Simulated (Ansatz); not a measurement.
# MoS in Ansatz: a series of runs

Aim: see how the results for MoS move with the level of theory and the settings. Levels: PBE, LDA. Tasks: single point.

Everything below comes from runs of Ansatz 0.2.0. Logs are shortened: lines on timing, memory, paths and dates and some standing lists are left out, and cuts for length are marked.

## (1) The slab as given

The cell holds a slab with vacuum, 4 atoms: a = 3.184 Å, b = 3.184 Å, c = 32.335 Å, α = 90.00°, β = 90.00°, γ = 120.00°.

## (2) Single point, PBE

Input file input.yaml:

```yaml
crystal:
  lattice:
    - [3.1841260822, 0.0, 0.0]
    - [-1.5920630411, 2.757534076, 0.0]
    - [0.0, 0.0, 32.33459995]
  atoms:
    - { symbol: Mo, position: [0.0, 0.0, 0.2319496766] }
    - { symbol: S, position: [0.33333333, 0.66666666, 0.279926921] }
    - { symbol: S, position: [0.33333333, 0.66666666, 0.720073079] }
    - { symbol: Mo, position: [0.0, 0.0, 0.7680503234] }
kpoints:
  mp_grid: { grid: [10, 10, 1] }
scf:
  occupations: { method: fermi_dirac, width: 0.05 }
hamiltonian:
  xc: pbe
  pseudopotentials: { kind: all_electron, lapw: { basis_error: 0.002 } }
output:
  forces: true
  stress: true
  eigenvalues: true
```

Potentials or basis: all-electron LAPW, scalar-relativistic.

The run is started by

```console
> ansatz run input.yaml --threads 4 --pin off --max-ram 14336MiB --backend cpu --events-out ev --progress --plain --runs-dir out
```

Output:

```text
Warning: RAYON_NUM_THREADS=4 ignored (pool sized by the plan → 4); use --threads N
LAPW: plane waves up to 7.958 Å⁻¹, error target 2.0e-3 eV per atom; small_component_spin mean_spin; S in spheres of 1.062 Å, 14 of its electrons in bands, Dirac shells []; Mo in spheres of 1.343 Å, 30 of its electrons in bands, Dirac shells [] (how accurate: hamiltonian.pseudopotentials.lapw.basis_error, Limitations)
Engine: ansatz 0.2.0, aarch64-unknown-linux-gnu
Pseudopotentials: kind: all_electron
Pseudopotential: Mo, LAPW, valence charge 30, lapw/all_electron/scalar/gaussian/Mo, Koelling and Harmon's equation, gaussian nucleus
Pseudopotential: S, LAPW, valence charge 14, lapw/all_electron/scalar/gaussian/S, Koelling and Harmon's equation, gaussian nucleus
Functional definition: PBE
  parameter kappa = 0.804
  parameter beta = 0.06672455060314922
  exchange = pbe_x(kappa = kappa, mu = beta*pi^2/3)
  correlation = pbe_c(beta = beta)
Crystal: 4 atoms, lattice volume = 283.909 Å³
Basis set: ecut = 241.25905754439384 eV, 2331 PW (Γ), exchange–correlation at level 2
Bands: 53, of which v1, the nominal top of the filled ones, is band 44 counted from 1 (43 counted from 0)
Symmetry: 12 space group operations
Space group: P-6m2 (ITA 187), of the structure as read, at distance tolerance 6.6e-5 Å
k-points: 14 of 100 (time reversal used)
Non-local potential: Mo, projectors of the file, none
Non-local potential: S, projectors of the file, none
Initial density: superposition of atomic densities (neutral atoms: chi_scale 0, normalization atom)
Initial wavefunctions: plane waves of lowest kinetic energy (no species holds an atomic orbital)
Functional: x = pbe(κ = 0.804, μ = 0.2195149727645171), c = pbe(β = 0.06672455060314922)
iter 1 solved again at ethr=1.08e-2 eV; its pass at ethr=1.00e-1 eV (dr2=9.50e0 eV) is discarded
SCF iter   1: F=—  HF=-242082.298077 eV  |F-HF|=—  |Δ(HF+E_count)|=         —  Δρ=3.45e-2  dr2=9.52e0  ethr=1.08e-2  ⟨swp⟩=2.0  Hψ=4549  notcnv=0
preconditioner: auto → LDOS  [insulator: Δε(μ)=0.244 eV  Ē_g=8.086 eV  σ=0.050 eV  W_gap=0.56  n_scr=22 (ndim 8)  ℏωp=10.8 eV  f_vac=0.680  D(μ)=1.86/eV (n_scr^D=10)  ε∞_Penn≈2.8  β→1.0]
SCF iter   2: F=—  HF=-242085.496283 eV  |F-HF|=—  |Δ(HF+E_count)|=    3.20e0  Δρ=5.90e-2  dr2=6.98e1  ethr=1.08e-2  ⟨swp⟩=3.0  Hψ=2296  notcnv=0  recentre
SCF iter   3: F=—  HF=-242080.303452 eV  |F-HF|=—  |Δ(HF+E_count)|=    5.19e0  Δρ=1.69e-2  dr2=2.14e0  ethr=1.08e-2  ⟨swp⟩=3.0  Hψ=2263  notcnv=0
iter 4 solved again at ethr=2.15e-4 eV; its pass at ethr=2.43e-3 eV (dr2=1.89e-1 eV) is discarded
SCF iter   4: F=—  HF=-242079.867278 eV  |F-HF|=—  |Δ(HF+E_count)|=   4.36e-1  Δρ=2.66e-3  dr2=1.91e-1  ethr=2.15e-4  ⟨swp⟩=2.0  Hψ=3976  notcnv=0
SCF iter   5: F=—  HF=-242079.855299 eV  |F-HF|=—  |Δ(HF+E_count)|=         —  Δρ=1.52e-3  dr2=4.73e-2  ethr=2.15e-4  ⟨swp⟩=2.5  Hψ=2251  notcnv=0
the basis was enlarged: its passes take 408.5 KiB over the memory plan, 4 of 4 planned eigensolver slots
SCF iter   6: F=—  HF=-242079.850424 eV  |F-HF|=—  |Δ(HF+E_count)|=   4.87e-3  Δρ=2.85e-4  dr2=1.46e-3  ethr=5.38e-5  ⟨swp⟩=2.1  Hψ=2175  notcnv=0
SCF iter   7: F=—  HF=-242079.850280 eV  |F-HF|=—  |Δ(HF+E_count)|=   1.44e-4  Δρ=6.43e-5  dr2=2.74e-5  ethr=1.66e-6  ⟨swp⟩=2.7  Hψ=2174  notcnv=0
SCF iter   8: F=—  HF=-242079.850278 eV  |F-HF|=—  |Δ(HF+E_count)|=   2.17e-6  Δρ=1.40e-5  dr2=2.17e-6  ethr=3.12e-8  ⟨swp⟩=3.0  Hψ=2201  notcnv=0
SCF iter   9: F=-242079.850278 eV  HF=-242079.850278 eV  |F-HF|=3.18e-8  |Δ(HF+E_count)|=   3.01e-7  Δρ=4.04e-6  dr2=8.42e-8  ethr=2.47e-9  ⟨swp⟩=3.0  Hψ=2224  notcnv=0
SCF 1 converged in 9 iterations: F = -242079.850278 eV  dr2 = 8.42e-8
SCF converged after 9 iterations
Free energy (F): -242079.850278 eV
Harris-Foulkes:  -242079.850278 eV  (|F-HF|=3.18e-8)
Internal energy: -242079.834142 eV  (E = F + TS)
E sigma→0 (E₀):  -242079.842210 eV
Entropy (-TS):   -0.016135 eV (-4.034 meV/atom)
Fermi energy:    0.016309 eV
--- Per-component energies (eV) ---
  E_band       = -12275.353569
  E_kinetic    = 250154.039913
  E_xc         = -8131.723185
  E_electrostatic = -484102.150871  (all electrons and nuclei)
  E_smearing   = -0.016135  (= −TS)
  E_closure    = 0.000000  (closes the sum)
  E_atoms      = -242051.011331  (free atoms, spherical and without spin; not in F)
  Σ components = -242079.850278   (vs F -242079.850278, Δ=0.00e0)
  Basis errors (estimates in eV, not in F): energy 9.4e-4 per atom: plane waves 8.6e-4 (5.3e-4 summed), levels above the bands 1.1e-38, relativity 8.2e-8, radial functions 7.8e-5, core shells 2.5e-7; eigenvalues (radial functions only) 2.8e-6; not estimated: angular momenta, meshes, grids; target (lapw.basis_error) 2.0e-3; muffin-tin radii S 1.062 Å, Mo 1.343 Å
--- Forces (eV/Å), atoms counted from 1 ---
  atom   1  Mo     0.00000000    -0.00000000     0.85021033
  atom   2  S     -0.00000000     0.00000000    -0.85015274
  atom   3  S     -0.00000000     0.00000000     0.85015274
  atom   4  Mo     0.00000000    -0.00000000    -0.85021033
  max |Σ_I F_I| component: 3.70e-17 eV/Å
--- Stress (GPa, compression-positive) ---
       -4.922402       0.000000       0.000000
        0.000000      -4.922402       0.000000
        0.000000       0.000000      -1.488220
  P = ⅓ Tr σ = -3.7777 GPa (-37.777 kbar)
--- Band table (eV; the first three rows and the last of 14) ---
  k-point 0: bands = ["-376.0292", "-376.0292", "-376.0292", "-376.0292", "-375.9818", "-375.9818", "-217.9141", "-217.9141", "-217.9141", "-217.9141", "-217.8778", "-217.8778", "-217.8778", "-217.8778", "-217.8732", "-217.8732", "-206.0249", "-206.0249", "-150.8352", "-150.8352", "-150.8352", "-150.8352", "-150.7539", "-150.7538", "-61.0870", "-61.0870", "-35.2108", "-35.2107", "-34.9612", "-34.9612", "-34.9612", "-34.9612", "-13.9527", "-13.9527", "-5.2448", "-5.2448", "-2.4036", "-2.4036", "-2.4036", "-2.4036", "-0.5763", "-0.5763", "-0.3710", "-0.3709", "0.1386", "0.1386", "0.1386", "0.1386", "2.7864", "2.7864", "2.7864", "2.7864", "3.8815"]
  k-point 1: bands = ["-376.0292", "-376.0292", "-376.0292", "-376.0292", "-375.9818", "-375.9818", "-217.9141", "-217.9141", "-217.9141", "-217.9141", "-217.8778", "-217.8778", "-217.8778", "-217.8778", "-217.8732", "-217.8732", "-206.0249", "-206.0249", "-150.8352", "-150.8352", "-150.8352", "-150.8352", "-150.7538", "-150.7538", "-61.0837", "-61.0837", "-35.2055", "-35.2055", "-34.9934", "-34.9934", "-34.9688", "-34.9688", "-13.8454", "-13.8454", "-5.0620", "-5.0620", "-2.8318", "-2.8318", "-2.3875", "-2.3875", "-0.6171", "-0.6171", "-0.4887", "-0.4887", "0.1353", "0.1353", "0.3639", "0.3640", "2.6189", "2.6191", "2.8688", "2.8688", "4.0904"]
  k-point 2: bands = ["-376.0292", "-376.0292", "-376.0292", "-376.0292", "-375.9818", "-375.9818", "-217.9141", "-217.9141", "-217.9141", "-217.9141", "-217.8778", "-217.8778", "-217.8778", "-217.8778", "-217.8732", "-217.8732", "-206.0249", "-206.0249", "-150.8352", "-150.8352", "-150.8352", "-150.8352", "-150.7538", "-150.7538", "-61.0751", "-61.0751", "-35.1923", "-35.1923", "-35.0766", "-35.0766", "-34.9887", "-34.9887", "-13.5494", "-13.5494", "-4.6645", "-4.6645", "-3.6299", "-3.6299", "-2.4236", "-2.4236", "-0.9350", "-0.9350", "-0.6186", "-0.6186", "0.3143", "0.3143", "0.6239", "0.6239", "2.8086", "2.8093", "2.9937", "2.9938", "4.6957"]
  k-point 13: bands = ["-376.0292", "-376.0292", "-376.0292", "-376.0292", "-375.9818", "-375.9818", "-217.9141", "-217.9141", "-217.9141", "-217.9141", "-217.8778", "-217.8778", "-217.8778", "-217.8778", "-217.8732", "-217.8732", "-206.0249", "-206.0249", "-150.8352", "-150.8352", "-150.8352", "-150.8352", "-150.7538", "-150.7538", "-61.0487", "-61.0487", "-35.2234", "-35.2234", "-35.1567", "-35.1567", "-35.1466", "-35.1466", "-12.4483", "-12.4483", "-5.2546", "-5.2546", "-4.2295", "-4.2295", "-3.3330", "-3.3330", "-1.0401", "-1.0401", "-0.7681", "-0.7681", "1.1922", "1.1922", "1.6786", "1.6786", "3.5810", "3.5810", "5.6550", "5.6551", "6.8741"]
```

Run time: 19 s. Hardware: 4 threads of Arm Neoverse V2, shared host; peak memory 0.71 GiB.

Results:

* Free energy: -242079.8503 eV
* Largest force: 0.850 eV/Å
* Band gap on the k mesh: none (metal or under the smearing width)
* Work function: 4.23 eV

Forces on the atoms (eV/Å):
```
Mo   0.000  0.000  0.850
S    0.000  0.000 -0.850
S    0.000  0.000  0.850
Mo   0.000  0.000 -0.850
```

Stress tensor (GPa, compression positive):
```
-4.92  0.00  0.00
 0.00 -4.92  0.00
 0.00  0.00 -1.49
```

Levels at points of the mesh, in eV from the Fermi level:
| k point | band 41 | band 42 | band 43 | band 44 | band 45 | band 46 | band 47 | band 48 |
| --- | --- | --- | --- | --- | --- | --- | --- | --- |
| (0.00, 0.00, 0.00) | -0.59 | -0.59 | -0.39 | -0.39 | 0.12 | 0.12 | 0.12 | 0.12 |
| (0.00, -0.50, 0.00) | -1.44 | -1.44 | 0.10 | 0.10 | 1.32 | 1.32 | 2.00 | 2.00 |

## (3) Single point, LDA

input.yaml, as its differences from that of step 2:

```diff
@@ -15,3 +15,3 @@
 hamiltonian:
-  xc: pbe
+  xc: lda
   pseudopotentials: { kind: all_electron, lapw: { basis_error: 0.002 } }
```

Potentials or basis: all-electron LAPW, scalar-relativistic.

The run is started by

```console
> ansatz run input.yaml --threads 4 --pin off --max-ram 14336MiB --backend cpu --events-out ev --progress --plain --runs-dir out
```

It took 20 s on 4 threads of Arm Neoverse V2, shared host; peak memory 0.7 GiB.

It converged, with:

```
Free energy            : -241788.3100 eV
Largest force          : 1.462 eV/Å
Band gap on the k mesh : none (metal or under the smearing width)
Work function          : 4.52 eV
```

Forces in eV/Å, atoms in the order of the input:
```
Mo   0.000  0.000  1.462
S    0.000  0.000 -1.462
S    0.000  0.000  1.462
Mo   0.000  0.000 -1.462
```

Stress tensor (GPa, compression positive):
```
-6.84  0.00  0.00
 0.00 -6.84  0.00
 0.00  0.00 -2.56
```

Levels at points of the mesh, in eV from the Fermi level:
```
            k point  band 41  band 42  band 43  band 44  band 45  band 46  band 47  band 48
 (0.00, 0.00, 0.00)    -0.62    -0.62    -0.38    -0.38     0.13     0.13     0.13     0.13
(0.00, -0.50, 0.00)    -1.43    -1.43     0.13     0.13     1.29     1.29     2.00     2.00
```
